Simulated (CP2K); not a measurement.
# AlPt (Pm-3m) in CP2K: further runs

Runs on AlPt. Level: r2SCAN. Tasks: single point, equation of state.

Everything below comes from runs of CP2K 2026.2. Logs are shortened: lines on timing, memory, paths and dates and some standing lists are left out, and cuts for length are marked.

### 1 The structure

The structure is cubic, space group Pm-3m (No. 221). Conventional cell: a = 3.092 Å, b = 3.092 Å, c = 3.092 Å, α = 90.00°, β = 90.00°, γ = 90.00°. Pt (site symmetry m-3m) is surrounded by 8 Al at 2.68 Å. Al (site symmetry m-3m) has 8 Pt at 2.68 Å as nearest neighbours.

Measurements of this composition are mostly on another form, of space group No. 198.

### 2 Single point, r2SCAN, 14.77 Å³/atom

Input file alpt_eos.inp:

```
&GLOBAL
  PROJECT alpt_eos
  RUN_TYPE ENERGY_FORCE
  PRINT_LEVEL LOW
&END GLOBAL
&FORCE_EVAL
  METHOD QS
  STRESS_TENSOR ANALYTICAL
  &DFT
    BASIS_SET_FILE_NAME BASIS_MOLOPT_UZH
    POTENTIAL_FILE_NAME POTENTIAL_UZH
    &MGRID
      CUTOFF 675
      REL_CUTOFF 60
      NGRIDS 5
    &END MGRID
    &QS
      METHOD GPW
      EPS_DEFAULT 1.0E-9
    &END QS
    &KPOINTS
      SCHEME MONKHORST-PACK 9 9 9
      GAMMA_CENTERED T
      SYMMETRY T
      SYMMETRY_BACKEND SPGLIB
    &END KPOINTS
    &SCF
      SCF_GUESS ATOMIC
      EPS_SCF 1.0E-6
      MAX_SCF 100
      ADDED_MOS 13
      CHOLESKY OFF
      EPS_EIGVAL 1.0E-7
      &DIAGONALIZATION ON
        ALGORITHM STANDARD
      &END DIAGONALIZATION
      &MIXING ON
        METHOD BROYDEN_MIXING
        ALPHA 0.4
        BETA 1.5
        NBUFFER 8
      &END MIXING
      &SMEAR ON
        METHOD FERMI_DIRAC
        ELECTRONIC_TEMPERATURE 1160.45
      &END SMEAR
    &END SCF
    &XC
      &XC_FUNCTIONAL
        &MGGA_X_R2SCAN
        &END MGGA_X_R2SCAN
        &MGGA_C_R2SCAN
        &END MGGA_C_R2SCAN
      &END XC_FUNCTIONAL
    &END XC
    &PRINT
      &KPOINTS ON
      &END KPOINTS
      &MULLIKEN ON
      &END MULLIKEN
      &MO ON
        ENERGIES T
        OCCUPATION_NUMBERS T
        &EACH
          QS_SCF 0
        &END EACH
        ADD_LAST NUMERIC
      &END MO
    &END PRINT
  &END DFT
  &SUBSYS
    &CELL
      A 3.0915460000 0.0000000000 0.0000000000
      B 0.0000000000 3.0915460000 0.0000000000
      C 0.0000000000 0.0000000000 3.0915460000
      PERIODIC XYZ
    &END CELL
    &COORD
      SCALED
      Pt  0.5000000000 0.5000000000 0.5000000000
      Al  0.0000000000 0.0000000000 0.0000000000
    &END COORD
    &KIND Pt
      BASIS_SET TZVP-MOLOPT-SCAN-GTH-q18
      POTENTIAL GTH-SCAN-q18
    &END KIND
    &KIND Al
      BASIS_SET TZVP-MOLOPT-SCAN-GTH-q3
      POTENTIAL GTH-SCAN-q3
    &END KIND
    &PRINT
      &ATOMIC_COORDINATES ON
      &END ATOMIC_COORDINATES
      &CELL ON
      &END CELL
      &SYMMETRY ON
      &END SYMMETRY
    &END PRINT
  &END SUBSYS
  &PRINT
    &FORCES ON
    &END FORCES
    &STRESS_TENSOR ON
    &END STRESS_TENSOR
  &END PRINT
&END FORCE_EVAL
```

Potentials or basis: POTENTIAL_UZH Pt GTH-SCAN-q18, Al GTH-SCAN-q3; TZVP-MOLOPT-SCAN-GTH basis.

Launch:

```
$ OMP_NUM_THREADS=1 cp2k.psmp -i alpt_eos.inp -o alpt_eos.out
```

alpt_eos.out:

```text

 CP2K| version string:                                       CP2K version 2026.2
 CP2K| Input file name                                              alpt_eos.inp

 GLOBAL| Force Environment number                                              1
 GLOBAL| Basis set file name                                    BASIS_MOLOPT_UZH
 GLOBAL| Potential file name                                       POTENTIAL_UZH
 GLOBAL| MM Potential file name                                     MM_POTENTIAL
 GLOBAL| Coordinate file name                                      __STD_INPUT__
 GLOBAL| Method name                                                        CP2K
 GLOBAL| Project name                                                   alpt_eos
 GLOBAL| Run type                                                   ENERGY_FORCE
 GLOBAL| FFT library                                                       FFTW3
 GLOBAL| Diagonalization library                                       ScaLAPACK
 GLOBAL| Cholesky decomposition library                                ScaLAPACK
 GLOBAL| DGEMM library                                                      BLAS
 GLOBAL| Direct generalized diagonalization requested                          F
 GLOBAL| Matrix multiplication library                                 ScaLAPACK
 GLOBAL| Global print level                                                  LOW
 GLOBAL| Total number of message passing processes                             1
 GLOBAL| Number of threads for this process                                    1
 GLOBAL| CPU model name                          AMD EPYC 9R45 96-Core Processor

 CELL| Volume [angstrom^3]:                                            29.547935
 CELL| Vector a [angstrom]:       3.092     0.000     0.000   |a| =     3.091546
 CELL| Vector b [angstrom]:       0.000     3.092     0.000   |b| =     3.091546
 CELL| Vector c [angstrom]:       0.000     0.000     3.092   |c| =     3.091546
 CELL| Angle (b,c), alpha [degree]:                                    90.000000
 CELL| Angle (a,c), beta  [degree]:                                    90.000000
 CELL| Angle (a,b), gamma [degree]:                                    90.000000
 CELL| Numerically orthorhombic:                                             YES
 CELL| Periodicity                                                           XYZ

 CELL_REF| Volume [angstrom^3]:                                        29.547935
 CELL_REF| Vector a [angstrom     3.092     0.000     0.000   |a| =     3.091546
 CELL_REF| Vector b [angstrom     0.000     3.092     0.000   |b| =     3.091546
 CELL_REF| Vector c [angstrom     0.000     0.000     3.092   |c| =     3.091546
 CELL_REF| Angle (b,c), alpha [degree]:                                90.000000
 CELL_REF| Angle (a,c), beta  [degree]:                                90.000000
 CELL_REF| Angle (a,b), gamma [degree]:                                90.000000
 CELL_REF| Numerically orthorhombic:                                         YES
 CELL_REF| Periodicity                                                       XYZ

[... 8 lines left out ...]
 TOTAL NUMBERS AND MAXIMUM NUMBERS

  Total number of            - Atomic kinds:                                   2
                             - Atoms:                                          2
                             - Shell sets:                                     2
                             - Shells:                                        18
                             - Primitive Cartesian functions:                 10
                             - Cartesian basis functions:                     59
                             - Spherical basis functions:                     52

  Maximum angular momentum of- Orbital basis functions:                        3
                             - Local part of the GTH pseudopotential:          2
                             - Non-local part of the GTH pseudopotential:      5

 MODULE QUICKSTEP: ATOMIC COORDINATES IN ANGSTROM

   Atom Kind Element         X             Y             Z       Z(eff)     Mass
      1    1 Pt   78      1.545773      1.545773      1.545773  18.0000 195.0840
      2    2 Al   13      0.000000      0.000000      0.000000   3.0000  26.9815

 Crystal Symmetry Information
       International Symbol:                                               Pm-3m
       Point Group Symbol:                                                  m-3m
       Schoenflies Symbol:                                                  Oh^1
       Number of Symmetry Operations:                                         48

 SCF PARAMETERS         Density guess:                                    ATOMIC
[... 16 lines left out ...]
                        Smear method:                                FERMI_DIRAC
                        Electronic temperature [K]:                       1160.5
[... 25 lines left out ...]
 BRILLOUIN|    34           0.00823       -0.11111        0.00000        0.00000
 BRILLOUIN|    35           0.00137        0.00000        0.00000        0.00000
 *******************************************************************************

 Extrapolation method: initial_guess

 Number of electrons:                                                         21
 Number of occupied orbitals:                                                 11
 Number of molecular orbitals:                                                24

 Number of orbital functions:                                                 52
 Number of independent orbital functions:                                     52

 SCF WAVEFUNCTION OPTIMIZATION

  Step     Update method      Time    Convergence         Total energy    Change
  ------------------------------------------------------------------------------
     1 NoMix/Diag. 0.40E+00    3.1     1.26946893      -122.3376674441 -1.22E+02
     2 Broy./Diag. 0.40E+00    3.0     0.03334923      -122.8637790935 -5.26E-01
     3 Broy./Diag. 0.40E+00    2.9     0.04665695      -122.2206300422  6.43E-01
     4 Broy./Diag. 0.40E+00    2.9     0.00970588      -121.7945264074  4.26E-01
     5 Broy./Diag. 0.40E+00    3.0     0.00228054      -121.8286389248 -3.41E-02
     6 Broy./Diag. 0.40E+00    2.9     0.00606742      -121.7941325631  3.45E-02
     7 Broy./Diag. 0.40E+00    3.0     0.00023506      -121.7938122134  3.20E-04
     8 Broy./Diag. 0.40E+00    3.0     0.00021336      -121.7952344869 -1.42E-03
     9 Broy./Diag. 0.40E+00    3.0     0.00003391      -121.7944628493  7.72E-04
    10 Broy./Diag. 0.40E+00    3.0     0.00002581      -121.7947793048 -3.16E-04
    11 Broy./Diag. 0.40E+00    3.0     0.00000581      -121.7947102424  6.91E-05
    12 Broy./Diag. 0.40E+00    2.9     0.00000442      -121.7947011504  9.09E-06
    13 Broy./Diag. 0.40E+00    3.0     0.00000022      -121.7947112835 -1.01E-05

  *** SCF run converged in    13 steps ***

  Electronic density on regular grids:        -21.0000000153       -0.0000000153
  Core density on regular grids:               20.9999999823       -0.0000000177
  Total charge density on r-space grids:       -0.0000000330
  Total charge density g-space grids:          -0.0000000330

  Overlap energy of the core charge distribution:               0.00000000000591
  Self energy of the core charge distribution:               -187.09783551864348
  Core Hamiltonian energy:                                     41.60367599770378
  Hartree energy:                                              36.28618634102529
  Exchange-correlation energy:                                -12.58586090041300
  Electronic entropic energy:                                  -0.00087720310216
  Fermi energy:                                                 0.46083249094179

  Total energy:                                              -121.79471128354041
  Total energy (extrapolated to T->0):                       -121.79427268198933

 MO| EIGENVALUES AND OCCUPATION NUMBERS FOR K POINT 1
 MO|
 MO|  Index      Eigenvalue [a.u.]        Eigenvalue [eV]             Occupation
 MO|      1              -3.214940             -87.482958               2.000000
 MO|      2              -1.535198             -41.774869               2.000000
 MO|      3              -1.535196             -41.774820               2.000000
 MO|      4              -1.535196             -41.774820               2.000000
 MO|      5               0.207188               5.637865               2.000000
 MO|      6               0.214238               5.829707               2.000000
[... 406 lines left out ...]
 MO|     23               1.492211              40.605135               0.000000
 MO|     24               1.523344              41.452307               0.000000
 MO| Sum:                                                              21.999784
 MO| E(Fermi):            0.460832 a.u.         12.539890 eV

 [... the levels of further k-points ...]

 !-----------------------------------------------------------------------------!
                     Mulliken Population Analysis

 #  Atom  Element  Kind  Atomic population                           Net charge
       1     Pt       1         18.076367                             -0.076367
       2     Al       2          2.923633                              0.076367
 # Total charge                             21.000000                 -0.000000

 !-----------------------------------------------------------------------------!

 ENERGY| Total FORCE_EVAL ( QS ) energy [hartree]           -121.794710119152953

 FORCES| Atomic forces [hartree/bohr]
 FORCES|   Atom     x               y               z               |f|
 FORCES|      1 -6.26716680E-07 -6.26719768E-07 -6.26716292E-07   1.08550669E-06
 FORCES|      2 -1.86137532E-10 -1.85768334E-10 -1.87839800E-10   3.23173089E-10
 FORCES| Sum    -6.26902818E-07 -6.26905536E-07 -6.26904131E-07
 FORCES| Total atomic force                                       1.08582986E-06

 STRESS| Analytical stress tensor [bar]
 STRESS|                        x                   y                   z
 STRESS|      x       -3.48479227266E+04   2.56530726124E-01   2.56511163490E-01
 STRESS|      y        2.56530726124E-01  -3.48479227269E+04   2.56497595568E-01
 STRESS|      z        2.56511163490E-01   2.56497595568E-01  -3.48479227257E+04
 STRESS| 1/3 Trace                                            -3.48479227264E+04
 STRESS| Determinant                                          -4.23185408827E+13

 STRESS| Eigenvectors and eigenvalues of the analytical stress tensor [bar]
 STRESS|                        1                   2                   3
 STRESS| Eigenvalues  -3.48481792591E+04  -3.48481792201E+04  -3.48474097001E+04
 STRESS|      x          -0.775104353421     -0.256644852358      0.577361811229
 STRESS|      y           0.609828952566     -0.542930964240      0.577351380600
 STRESS|      z           0.165293345053      0.799599517151      0.577337615485
```

It took 63 s on 1 thread of AMD EPYC 9R45 (Zen 5), shared host; peak memory 0.38 GiB.

What came out:

| Item | Value |
| --- | --- |
| Free energy | -3314.2026 eV |
| Pressure | -3.5 GPa |
| Band gap on the k mesh | none (metal or under the smearing width) |
| Mulliken charges | Pt -0.08; Al +0.08 e |

Caveat: Mulliken charges move with the basis; the basis of atomic orbitals isn't converged, which shifts pressures, moduli and gaps.

### 3 Single point, r2SCAN, 14.48 Å³/atom (volume scaled by 0.98)

Changes to alpt_eos.inp since step 2:

```diff
@@ -11,2 +11,3 @@
     POTENTIAL_FILE_NAME POTENTIAL_UZH
+    WFN_RESTART_FILE_NAME previous-RESTART.kp
     &MGRID
@@ -27,3 +28,3 @@
     &SCF
-      SCF_GUESS ATOMIC
+      SCF_GUESS RESTART
       EPS_SCF 1.0E-6
@@ -72,5 +73,5 @@
     &CELL
-      A 3.0915460000 0.0000000000 0.0000000000
-      B 0.0000000000 3.0915460000 0.0000000000
-      C 0.0000000000 0.0000000000 3.0915460000
+      A 3.0707967439 0.0000000000 0.0000000000
+      B 0.0000000000 3.0707967439 0.0000000000
+      C 0.0000000000 0.0000000000 3.0707967439
       PERIODIC XYZ
```

Potentials or basis: POTENTIAL_UZH Pt GTH-SCAN-q18, Al GTH-SCAN-q3; TZVP-MOLOPT-SCAN-GTH basis.

Launch:

```
$ OMP_NUM_THREADS=1 cp2k.psmp -i alpt_eos.inp -o alpt_eos.out
```

Wall time 51 s (1 thread of AMD EPYC 9R45 (Zen 5), shared host); peak memory 0.35 GiB.

It converged, with:

* Free energy: -3314.2090 eV
* Pressure: 0.3 GPa
* Band gap on the k mesh: none (metal or under the smearing width)
* Mulliken charges: Pt -0.06; Al +0.06 e

Caveat: Mulliken charges move with the basis; the basis of atomic orbitals isn't converged, which shifts pressures, moduli and gaps.

### 4 Single point, r2SCAN, 15.07 Å³/atom (volume scaled by 1.02)

Changes to alpt_eos.inp since step 3:

```diff
@@ -73,5 +73,5 @@
     &CELL
-      A 3.0707967439 0.0000000000 0.0000000000
-      B 0.0000000000 3.0707967439 0.0000000000
-      C 0.0000000000 0.0000000000 3.0707967439
+      A 3.1120204112 0.0000000000 0.0000000000
+      B 0.0000000000 3.1120204112 0.0000000000
+      C 0.0000000000 0.0000000000 3.1120204112
       PERIODIC XYZ
```

Launch:

```
$ OMP_NUM_THREADS=1 cp2k.psmp -i alpt_eos.inp -o alpt_eos.out
```

Wall time 71 s (1 thread of AMD EPYC 9R45 (Zen 5), shared host); peak memory 0.38 GiB.

It converged, with:

| Quantity | Value |
| --- | --- |
| Free energy | -3314.1832 eV |
| Pressure | -6.9 GPa |
| Band gap on the k mesh | none (metal or under the smearing width) |
| Mulliken charges | Pt -0.09; Al +0.09 e |

Caveat: Mulliken charges move with the basis; the basis of atomic orbitals isn't converged, which shifts pressures, moduli and gaps.

### 5 Single point, r2SCAN, 14.18 Å³/atom (volume scaled by 0.96)

Changes to alpt_eos.inp since step 4:

```diff
@@ -73,5 +73,5 @@
     &CELL
-      A 3.1120204112 0.0000000000 0.0000000000
-      B 0.0000000000 3.1120204112 0.0000000000
-      C 0.0000000000 0.0000000000 3.1120204112
+      A 3.0497632294 0.0000000000 0.0000000000
+      B 0.0000000000 3.0497632294 0.0000000000
+      C 0.0000000000 0.0000000000 3.0497632294
       PERIODIC XYZ
```

Launch:

```
$ OMP_NUM_THREADS=1 cp2k.psmp -i alpt_eos.inp -o alpt_eos.out
```

Run time: 73 s. Hardware: 1 thread of AMD EPYC 9R45 (Zen 5), shared host; peak memory 0.35 GiB.

Results (log left out):

* Free energy: -3314.2001 eV
* Pressure: 4.6 GPa
* Band gap on the k mesh: none (metal or under the smearing width)
* Mulliken charges: Pt -0.05; Al +0.05 e

Caveat: Mulliken charges move with the basis; the basis of atomic orbitals isn't converged, which shifts pressures, moduli and gaps.

### 6 Single point, r2SCAN, 15.36 Å³/atom (volume scaled by 1.04)

Changes to alpt_eos.inp since step 5:

```diff
@@ -73,5 +73,5 @@
     &CELL
-      A 3.0497632294 0.0000000000 0.0000000000
-      B 0.0000000000 3.0497632294 0.0000000000
-      C 0.0000000000 0.0000000000 3.0497632294
+      A 3.1322289022 0.0000000000 0.0000000000
+      B 0.0000000000 3.1322289022 0.0000000000
+      C 0.0000000000 0.0000000000 3.1322289022
       PERIODIC XYZ
```

Potentials or basis: POTENTIAL_UZH Pt GTH-SCAN-q18, Al GTH-SCAN-q3; TZVP-MOLOPT-SCAN-GTH basis.

Launch:

```
$ OMP_NUM_THREADS=1 cp2k.psmp -i alpt_eos.inp -o alpt_eos.out
```

Run time: 72 s. Hardware: 1 thread of AMD EPYC 9R45 (Zen 5), shared host; peak memory 0.38 GiB.

It converged, with:

| Property | Result |
| --- | --- |
| Free energy | -3314.1520 eV |
| Pressure | -10.0 GPa |
| Band gap on the k mesh | none (metal or under the smearing width) |
| Mulliken charges | Pt -0.10; Al +0.10 e |

Caveat: Mulliken charges move with the basis; the basis of atomic orbitals isn't converged, which shifts pressures, moduli and gaps.

### 7 Single point, r2SCAN, 13.89 Å³/atom (volume scaled by 0.94)

Changes to alpt_eos.inp since step 6:

```diff
@@ -73,5 +73,5 @@
     &CELL
-      A 3.1322289022 0.0000000000 0.0000000000
-      B 0.0000000000 3.1322289022 0.0000000000
-      C 0.0000000000 0.0000000000 3.1322289022
+      A 3.0284355161 0.0000000000 0.0000000000
+      B 0.0000000000 3.0284355161 0.0000000000
+      C 0.0000000000 0.0000000000 3.0284355161
       PERIODIC XYZ
```

Launch:

```
$ OMP_NUM_THREADS=1 cp2k.psmp -i alpt_eos.inp -o alpt_eos.out
```

Run time: 58 s. Hardware: 1 thread of AMD EPYC 9R45 (Zen 5), shared host; peak memory 0.35 GiB.

The run converged. Its results:

- Free energy: -3314.1743 eV
- Pressure: 9.5 GPa
- Band gap on the k mesh: none (metal or under the smearing width)
- Mulliken charges: Pt -0.04; Al +0.04 e

Caveat: Mulliken charges move with the basis; the basis of atomic orbitals isn't converged, which shifts pressures, moduli and gaps.

### 8 Single point, r2SCAN, 15.66 Å³/atom (volume scaled by 1.06)

Changes to alpt_eos.inp since step 7:

```diff
@@ -73,5 +73,5 @@
     &CELL
-      A 3.0284355161 0.0000000000 0.0000000000
-      B 0.0000000000 3.0284355161 0.0000000000
-      C 0.0000000000 0.0000000000 3.0284355161
+      A 3.1521799427 0.0000000000 0.0000000000
+      B 0.0000000000 3.1521799427 0.0000000000
+      C 0.0000000000 0.0000000000 3.1521799427
       PERIODIC XYZ
```

Launch:

```
$ OMP_NUM_THREADS=1 cp2k.psmp -i alpt_eos.inp -o alpt_eos.out
```

It took 52 s on 1 thread of AMD EPYC 9R45 (Zen 5), shared host; peak memory 0.37 GiB.

Results (log left out):

```
Free energy            : -3314.1102 eV
Pressure               : -12.7 GPa
Band gap on the k mesh : none (metal or under the smearing width)
Mulliken charges       : Pt -0.11; Al +0.11 e
```

Caveat: Mulliken charges move with the basis; the basis of atomic orbitals isn't converged, which shifts pressures, moduli and gaps.

### 9 Equation of state, r2SCAN

Potentials or basis: POTENTIAL_UZH Pt GTH-SCAN-q18, Al GTH-SCAN-q3; TZVP-MOLOPT-SCAN-GTH basis.

This step only gathers the single runs of the series.

Results:

```yaml
Equilibrium_volume: 14.50 Å³/atom
Bulk_modulus: 198 GPa
Pressure_derivative_of_the_bulk_modulus: 5.1
```

Energy against volume, from the lowest point:
| volume (Å³/atom) | energy (meV/atom) |
| --- | --- |
| 13.888 | 17.37 |
| 14.183 | 4.43 |
| 14.478 | 0.00 |
| 14.774 | 3.20 |
| 15.069 | 12.92 |
| 15.365 | 28.52 |
| 15.660 | 49.42 |

Caveat: the basis of atomic orbitals isn't converged, which shifts pressures, moduli and gaps. The run has no spin-orbit coupling, so splittings on Pt are missing.
